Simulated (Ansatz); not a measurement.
# BaTe (Fm-3m): lattice vibrations

```
Ba Te
1.0
     0.00000    3.43317    3.43317
     3.43317    0.00000    3.43317
     3.43317    3.43317    0.00000
Ba Te
1 1
Direct
  0.00000 0.00000 0.00000
  0.50000 0.50000 0.50000
```

Level of theory, where no other is named: LDA, all-electron LAPW in Ansatz 0.2.0, scalar-relativistic. k mesh 6×6×6, fixed occupations, basis error target 0.5 meV/atom. The cell was relaxed by PAW under this functional.

Atoms are displaced by 0.01 Å in the smallest supercells that hold the wave vectors of a 2×2×2 mesh. Negative values stand for unstable modes. The zone centre has no LO-TO term.

Q: What are the phonon energies at the solved wave vectors, in cm⁻¹?

A: 

| q | point | modes (cm⁻¹) |
| --- | --- | --- |
| 0.000 0.000 0.000 | Gamma | 99.3 (×3) |
| 0.500 0.000 0.000 | L | 75.2 (×2), 84.0 (×2), 100.2, 117.8 |
| 0.500 0.500 0.000 | X | 40.8 (×2), 64.8, 103.3 (×2), 108.7 |

Q: Is the structure dynamically stable at these wave vectors?

A: Yes, no mode is unstable there; wave vectors off this mesh aren't tested.

Q: How do the optical zone-centre modes decompose, and which are active?

A: Point group m-3m: Γ_opt = T1u.

```
label  cm⁻¹  activity     mostly
  T1u  99.3        IR  Te (52 %)
```

Q: How well do frozen-core PAW files reproduce these all-electron values?

A: With a cutoff of 420 eV and displacements of 0.0025 Å, the r.m.s. difference over the modes is 0.0 cm⁻¹; the largest difference is 99.3 (PAW) against 99.3 cm⁻¹ (LAPW).

Q: The cell is scaled evenly to 79.313 and 82.550 Å³ (from 80.931), with free atoms relaxed and the shape held. What are the mode Grüneisen parameters γ = −d ln ω/d ln V?

A: For the highest mode, 120.7 cm⁻¹ in the small cell and 115.1 in the large one give γ ≈ 1.19. From the change of the dynamical matrix on each mode:

```
point   cm⁻¹      γ
Gamma   99.3   2.05
    L   75.2   2.16
    L   84.0   1.78
    L  100.2   1.16
    L  117.8   1.19
    X   40.8  -0.89
    X   64.8  -0.56
    X  103.3   2.31
    X  108.7   2.50
```

Weighted by the modes' heat capacities at 300 K, the mean on this mesh is 1.36; it moves with the q mesh, and a coarse one overweights the zone boundary. Rows under −0.05 (2 here) are modes that soften under compression and pull towards negative thermal expansion.

Q: Linear response on PAW files adds the field. What are the dielectric tensor, the Born charges and the LO shift?

A: ε∞ = (6.44, 6.44, 6.44) along x, y, z with local fields. Born charges (xx, yy, zz): Ba1 (2.58, 2.58, 2.58); Te2 (-2.58, -2.58, -2.58). The highest zone-centre mode lies at 99.3 cm⁻¹ without the macroscopic field and at 139.2 cm⁻¹ with it, for q along x. Lyddane-Sachs-Teller then gives ε₀ = ε∞ (ω_LO/ω_TO)² = 12.66. With the ions free to follow the field, the program's ε₀ is (12.66, 12.66, 12.66).

Keep in mind: the frozen-core PAW files of the compared runs were fitted under PBE, their cores solved anew for this functional; field response not resolved by the mesh; semilocal gaps are low, and ε∞ tends to come out large.
